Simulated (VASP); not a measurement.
# Rh (Fm-3m) in VASP: elastic constants with LDA

Aim: the elastic constants of Rh with LDA.

Program: VASP 6.6.1. These are calculated values, not measurements. Logs are shortened: lines on timing, memory, paths and dates and some standing lists are left out, and cuts for length are marked.

### Step 1. The structure

It takes space group Fm-3m (No. 225, cubic). Conventional cell: a = 3.796 Å, b = 3.796 Å, c = 3.796 Å, α = 90.00°, β = 90.00°, γ = 90.00°. Rh (site symmetry m-3m) has 12 Rh at 2.68 Å as nearest neighbours.

### Step 2. Elastic constants, LDA

POSCAR

```
Rh
1.0
    0.0000000000      1.8978500000      1.8978500000
    1.8978500000      0.0000000000      1.8978500000
    1.8978500000      1.8978500000      0.0000000000
Rh
1
Direct
    0.0000000000      0.0000000000      0.0000000000
```

INCAR.step1

```
SYSTEM = Rh
  PREC = Accurate
  ENCUT = 600
  EDIFF = 1E-8
  ISMEAR = 0
  SIGMA = 0.1
  LREAL = .False.
  LASPH = .True.
  NELM = 80
  ALGO = Fast
  ISIF = 3
  LWAVE = .False.
  LCHARG = .False.
  GGA = CA
  IBRION = 2
  NSW = 40
  EDIFFG = -0.002
```

INCAR.step2

```
SYSTEM = Rh
  PREC = Accurate
  ENCUT = 600
  EDIFF = 1E-8
  ISMEAR = 0
  SIGMA = 0.1
  LREAL = .False.
  LASPH = .True.
  NELM = 80
  ALGO = Fast
  ISIF = 3
  LWAVE = .False.
  LCHARG = .False.
  GGA = CA
  IBRION = 6
  NFREE = 2
  POTIM = 0.015
  NSW = 1
```

KPOINTS

```
regular mesh
0
Gamma
  18 18 18
  0 0 0
```

Potentials or basis: VASP PAW LDA potentials, release 64 (Rh_pv).

On the command line:

```console
$ cat potpaw_LDA.64/Rh_pv/POTCAR > POTCAR
$ cp INCAR.step1 INCAR
$ mpirun -np 1 vasp_std > vasp.out
$ cp CONTCAR POSCAR
$ cp INCAR.step2 INCAR
$ mpirun -np 1 vasp_std > vasp.out
```

OUTCAR:

```text
SYSTEM = Rh
   PREC = Accurate
   ENCUT = 600
   EDIFF = 1E-8
   ISMEAR = 0
   LREAL = .False.
   LASPH = .True.
   NELM = 80
   ISIF = 3
   GGA = CA
   IBRION = 6
   NFREE = 2
   POTIM = 0.015
   NSW = 1

 ion  position               nearest neighbor table
   1  0.000  0.000  0.000-

  LATTYP: Found a face centered cubic cell.
 ALAT       =     3.7569410742

  Lattice vectors:

 A1 = (   0.0000000000,   1.8784705371,   1.8784705371)
 A2 = (   1.8784705371,   0.0000000000,   1.8784705371)
 A3 = (   1.8784705371,   1.8784705371,   0.0000000000)

Analysis of symmetry for initial positions (statically):
=====================================================================
 Subroutine PRICEL returns:
 Original cell was already a primitive cell.

 Routine SETGRP: Setting up the symmetry group for a
 face centered cubic supercell.

 Subroutine GETGRP returns: Found 48 space group operations
 (whereof 48 operations were pure point group operations)
 out of a pool of 48 trial point group operations.

The static configuration has the point symmetry O_h .

Analysis of symmetry for dynamics (positions and initial velocities):
=====================================================================
 Subroutine PRICEL returns:
 Original cell was already a primitive cell.

 Routine SETGRP: Setting up the symmetry group for a
 face centered cubic supercell.

 Subroutine GETGRP returns: Found 48 space group operations
 (whereof 48 operations were pure point group operations)
 out of a pool of 48 trial point group operations.

The dynamic configuration has the point symmetry O_h .

 Subroutine INISYM returns: Found 48 space group operations
 (whereof 48 operations are pure point group operations),
 and found     1 'primitive' translations

----------------------------------------------------------------------------------------

                                     Primitive cell

  volume of cell :      13.2569

  direct lattice vectors                    reciprocal lattice vectors
     0.000000000  1.878470537  1.878470537    -0.266173991  0.266173991  0.266173991
     1.878470537  0.000000000  1.878470537     0.266173991 -0.266173991  0.266173991
     1.878470537  1.878470537  0.000000000     0.266173991  0.266173991 -0.266173991

  length of vectors
     2.656558510  2.656558510  2.656558510     0.461026876  0.461026876  0.461026876

  position of ions in fractional coordinates (direct lattice)
     0.000000000  0.000000000  0.000000000

  ion indices of the primitive-cell ions
   primitive index   ion index
                 1           1

----------------------------------------------------------------------------------------

 KPOINTS: regular mesh

Automatic generation of k-mesh.
 Grid dimensions read from file:
 generate k-points for:   18   18   18

 Generating k-lattice:

  Cartesian coordinates                     Fractional coordinates (reciprocal lattice)
    -0.014787444  0.014787444  0.014787444     0.055555556  0.000000000  0.000000000
     0.014787444 -0.014787444  0.014787444     0.000000000  0.055555556  0.000000000
     0.014787444  0.014787444 -0.014787444     0.000000000  0.000000000  0.055555556

  Length of vectors
     0.025612604  0.025612604  0.025612604

[... 101 lines left out ...]
  ext. energy  EPLUGINS =         0.00000000
  ---------------------------------------------------
  free energy    TOTEN  =        -8.68679754 eV

  energy without entropy =       -8.68043609  energy(sigma->0) =       -8.68361681

------------------------ aborting loop because EDIFF is reached ----------------------------------------

  FORCE on cell =-STRESS in cart. coord.  units (eV):
  Direction    XX          YY          ZZ          XY          YZ          ZX
  --------------------------------------------------------------------------------------
  -------------------------------------------------------------------------------------
  Total       -0.0022895     -0.0022895     -0.0022895      0.0000000      0.0000000      0.0000000
  in kB       -0.2766956     -0.2766956     -0.2766956      0.0000000      0.0000000      0.0000000
  external PRESSURE =      -0.2766956 kB  Pullay stress =       0.0000000 kB
[... 86 lines left out ...]
  FREE ENERGIE OF THE ION-ELECTRON SYSTEM (eV)
  ---------------------------------------------------
  free  energy   TOTEN  =        -8.6819426009 eV

  energy  without entropy=       -8.6757153228  energy(sigma->0) =       -8.67882896

[... ionic steps 4 to 12 ...]

--------------------------------------- Ionic step       13  -------------------------------------------

 number of electron      15.0000001 magnetization

------------------------ aborting loop because EDIFF is reached ----------------------------------------
[... 65 lines left out ...]
--------------------------------------- Ionic step       15  -------------------------------------------

 number of electron      15.0000001 magnetization

 Free energy of the ion-electron system (eV)
  ---------------------------------------------------
  ext. energy  EPLUGINS =         0.00000000
  ---------------------------------------------------
  free energy    TOTEN  =        -8.68679734 eV

  energy without entropy =       -8.68043589  energy(sigma->0) =       -8.68361662

 E-fermi :  12.4046     XC(G=0): -14.5855

 val. band max:       12.3968365220   @ k =   0.5000   0.2222   0.1111
 cond. band min:      12.4052879778   @ k =  -0.4444   0.3333   0.1667
 fundamental gap:      0.0084514558
 Fermi energy:        12.4046441060

 k-point     1 :       0.0000    0.0000    0.0000
  band No.  band energies     occupation
      1     -33.8364      2.00000
      2     -33.8364      2.00000
      3     -33.8364      2.00000
      4       4.0971      2.00000
      5       9.1042      2.00000
      6       9.1042      2.00000
      7       9.1042      2.00000
      8      11.3541      2.00000
      9      11.3541      2.00000
     10      28.3105      0.00000
     11      32.6349      0.00000
[... 309 lines left out ...]
 k-point    24 :      -0.2222    0.0556    0.0000
  band No.  band energies     occupation
      1     -34.2455      2.00000
      2     -33.9193      2.00000
      3     -33.8824      2.00000
      4       5.9671      2.00000
      5       8.7532      2.00000
      6       9.5254      2.00000
      7       9.5789      2.00000
      8      11.1349      2.00000
      9      11.8651      2.00000
     10      28.0731      0.00000
     11      30.2177      0.00000

 [... further k-points ...]

------------------------ aborting loop because EDIFF is reached ----------------------------------------

  FORCE on cell =-STRESS in cart. coord.  units (eV):
  Direction    XX          YY          ZZ          XY          YZ          ZX
  --------------------------------------------------------------------------------------
  -------------------------------------------------------------------------------------
  Total       -0.0021960     -0.0021960     -0.0021960      0.0000000     -0.0000000      0.0000000
  in kB       -0.2654022     -0.2654022     -0.2654022      0.0000000     -0.0000000      0.0000000
  external PRESSURE =      -0.2654022 kB  Pullay stress =       0.0000000 kB
[... 16 lines left out ...]
  FREE ENERGIE OF THE ION-ELECTRON SYSTEM (eV)
  ---------------------------------------------------
  free  energy   TOTEN  =        -8.6867973394 eV

  energy  without entropy=       -8.6804358928  energy(sigma->0) =       -8.68361662

 INTERNAL STRAIN TENSORS FROM STRAINED CELLS
 ============================================

 INTERNAL STRAIN TENSOR FOR ION    1 for displacements in x,y,z  (eV/Angst):
          X           Y           Z          XY          YZ          ZX
  --------------------------------------------------------------------------------
  x     0.00000     0.00000     0.00000     0.00000     0.00000    -0.00000
  y     0.00000    -0.00000    -0.00000     0.00000    -0.00000     0.00000
  z     0.00000     0.00000     0.00000    -0.00000     0.00000     0.00000

 INTERNAL STRAIN TENSORS FROM DISPLACED ATOMS
 ============================================

 INTERNAL STRAIN TENSOR FOR ION    1 for displacements in x,y,z  (eV/Angst):
          X           Y           Z          XY          YZ          ZX
  --------------------------------------------------------------------------------
  x     0.00000     0.00000     0.00000     0.00000     0.00000     0.00000
  y     0.00000     0.00000     0.00000     0.00000     0.00000     0.00000
  z     0.00000     0.00000     0.00000     0.00000     0.00000     0.00000

 Eigenvectors and eigenvalues of the dynamical matrix
 ----------------------------------------------------

   1 f/i=    0.000000 THz     0.000000 2PiTHz    0.000000 cm-1     0.000000 meV
             X         Y         Z           dx          dy          dz
      0.000000  0.000000  0.000000    -0.133918   -0.990992    0.000000

   2 f/i=    0.000000 THz     0.000000 2PiTHz    0.000000 cm-1     0.000000 meV
             X         Y         Z           dx          dy          dz
      0.000000  0.000000  0.000000     0.990992   -0.133918    0.000000

   3 f/i=    0.000000 THz     0.000000 2PiTHz    0.000000 cm-1     0.000000 meV
             X         Y         Z           dx          dy          dz
      0.000000  0.000000  0.000000     0.000000    0.000000    1.000000

--------------------------------------------------------------------------------------------------------

 ELASTIC MODULI CONTR FROM IONIC RELAXATION (kBar)
 Direction    XX          YY          ZZ          XY          YZ          ZX
 --------------------------------------------------------------------------------
 XX           0.0000      0.0000      0.0000      0.0000      0.0000      0.0000
 YY           0.0000      0.0000      0.0000      0.0000      0.0000      0.0000
 ZZ           0.0000      0.0000      0.0000      0.0000      0.0000      0.0000
 XY           0.0000      0.0000      0.0000      0.0000      0.0000      0.0000
 YZ           0.0000      0.0000      0.0000      0.0000      0.0000      0.0000
 ZX           0.0000      0.0000      0.0000      0.0000      0.0000      0.0000
 --------------------------------------------------------------------------------

 TOTAL ELASTIC MODULI (kBar)
 Direction    XX          YY          ZZ          XY          YZ          ZX
 --------------------------------------------------------------------------------
 XX        5076.7972   2235.5945   2235.5945     -0.0000      0.0000      0.0000
 YY        2235.5945   5076.7972   2235.5945     -0.0000      0.0000     -0.0000
 ZZ        2235.5945   2235.5945   5076.7972      0.0000      0.0000      0.0000
 XY          -0.0000     -0.0000      0.0000   2188.5054      0.0000      0.0000
 YZ           0.0000      0.0000      0.0000      0.0000   2188.5054      0.0000
 ZX           0.0000     -0.0000      0.0000      0.0000      0.0000   2188.5054
 --------------------------------------------------------------------------------
```

It took 38 min on 1 thread of AMD EPYC 7R13 (Zen 3), shared host; peak memory 0.53 GiB.

Results:

| Quantity | Value |
| --- | --- |
| Relaxed volume | 13.26 Å³/atom |
| Relaxed cell | a = 2.657 Å, b = 2.657 Å, c = 2.657 Å, α = 60.00°, β = 60.00°, γ = 60.00° |
| Space group after relaxing (to 0.05 Å) | Fm-3m (No. 225) |
| Elastic constants C11, C12, C44 | 508, 224, 219 GPa |
| Voigt bulk modulus | 318 GPa |

Step by step:
| step | energy change (eV) | largest force (eV/Å) | pressure (GPa) | volume (Å³) |
| --- | --- | --- | --- | --- |
| 1 | 0.0000 | 0.0000 | -9.03 | 13.67 |
| 2 | 0.0861 | 0.0000 | 32.43 | 12.20 |
| 3 | -0.0121 | 0.0000 | -0.41 | 13.27 |
| 4 | -0.0121 | 0.0000 | 0.04 | 13.26 |
| 5 | -0.0121 | 0.0000 | -0.09 | 13.26 |
| 6 | -0.0121 | 0.0000 | -0.01 | 13.26 |

Final structure:
```
CELL_PARAMETERS angstrom
0.00000 1.87847 1.87847
1.87847 0.00000 1.87847
1.87847 1.87847 0.00000
ATOMIC_POSITIONS crystal
Rh 0.00000 0.00000 0.00000
```

Elastic tensor in Voigt notation (GPa, in the Cartesian axes of the cell as first typed):
```
508 224 224   0   0   0
224 508 224   0   0   0
224 224 508   0   0   0
  0   0   0 219   0   0
  0   0   0   0 219   0
  0   0   0   0   0 219
```

Clamped-ion elastic tensor (GPa):
```
508 224 224   0   0   0
224 508 224   0   0   0
224 224 508   0   0   0
  0   0   0 219   0   0
  0   0   0   0 219   0
  0   0   0   0   0 219
```
